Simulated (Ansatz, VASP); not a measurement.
**One calculation of Sn, two programs**

The input POSCAR:

```
Sn
1.0
    3.0544030747      0.0000000000      0.0000000000
    0.0000000000      3.0544030747      0.0000000000
    0.0000000000      0.0000000000      3.0544030747
Sn
1
Direct
    0.0000000000      0.0000000000      0.0000000000
```

Contents of INCAR.step1:

```
SYSTEM = Sn
ALGO     = Normal         ! electronic algorithm
EDIFF    = 1E-4           ! SCF threshold, eV
ENCUT    = 600            ! plane-wave cutoff, eV
GGA      = PE             ! functional
ISMEAR   = 0              ! smearing method
LASPH    = .True.         ! aspherical terms in the spheres
LCHARG   = .False.        ! write CHGCAR
LREAL    = .False.        ! projectors in reciprocal space
LWAVE    = .True.         ! write WAVECAR
NELM     = 100            ! most SCF steps
PREC     = Accurate       ! precision mode
SIGMA    = 0.1            ! smearing width, eV
```

File INCAR.step2:

```
SYSTEM = Sn
ALGO     = Normal         ! electronic algorithm
EDIFF    = 1E-6           ! SCF threshold, eV
EDIFFG   = -0.01          ! ionic threshold
ENCUT    = 600            ! plane-wave cutoff, eV
IBRION   = 2              ! ionic algorithm
ISIF     = 3              ! what is computed and relaxed
ISMEAR   = 0              ! smearing method
ISTART   = 1            
LASPH    = .True.         ! aspherical terms in the spheres
LCHARG   = .False.        ! write CHGCAR
LMIXTAU  = .True.       
LREAL    = .False.        ! projectors in reciprocal space
LWAVE    = .False.        ! write WAVECAR
METAGGA  = R2SCAN         ! meta-GGA
NELM     = 100            ! most SCF steps
NSW      = 100            ! ionic steps
PREC     = Accurate       ! precision mode
SIGMA    = 0.1            ! smearing width, eV
```

KPOINTS

```
k-points
0
Gamma
  18 18 18
  0 0 0
```

Input for Ansatz:

```yaml
crystal:
  lattice:
    - [3.0544030747, 0.0, 0.0]
    - [0.0, 3.0544030747, 0.0]
    - [0.0, 0.0, 3.0544030747]
  atoms:
    - { symbol: Sn, position: [0.0, 0.0, 0.0] }
basis:
  ecutwfc: 500
kpoints:
  mp_grid: { grid: [18, 18, 18] }
hamiltonian:
  xc: r2scan
scf:
  occupations: { method: gaussian, width: 0.1 }
output:
  forces: true
  stress: true
  eigenvalues: true
relax:
  adjacent_minimum: "off"
  f_tol: 0.01
  max_steps: 80
  cell: { stress_tol: 0.05 }
```

Alike in both runs: task relaxation of cell and atoms; functional r2SCAN; k mesh 18 × 18 × 18; occupations gaussian, width 0.1 eV; no spin polarisation.

|  | VASP | Ansatz |
| --- | --- | --- |
| version | VASP 6.6.1 | Ansatz 0.2.0 |
| potentials or method | VASP PAW PBE potentials, release 64 (Sn_d) | scalar-relativistic, plane waves, PAW |
| plane-wave cutoff (eV) | 600 | 500 |
| valence electrons in the cell | 14 | 14 |

```csv
,VASP,Ansatz,Ansatz less VASP
"gap on the k mesh at the Fermi level, each at its own relaxed structure (eV)",none,none,-
relaxed volume (Å³/atom),28.50,28.50,0.000
relaxed cell length with the largest relative difference (Å),3.054,3.054,0.0000
```

A gap of «none» marks a metal or a gap that the smearing closes.

Caveats: the relaxation stopped at its first step, so nothing moved; the PAW data sets were made with another functional, which shifts forces and pressure a little (VASP).
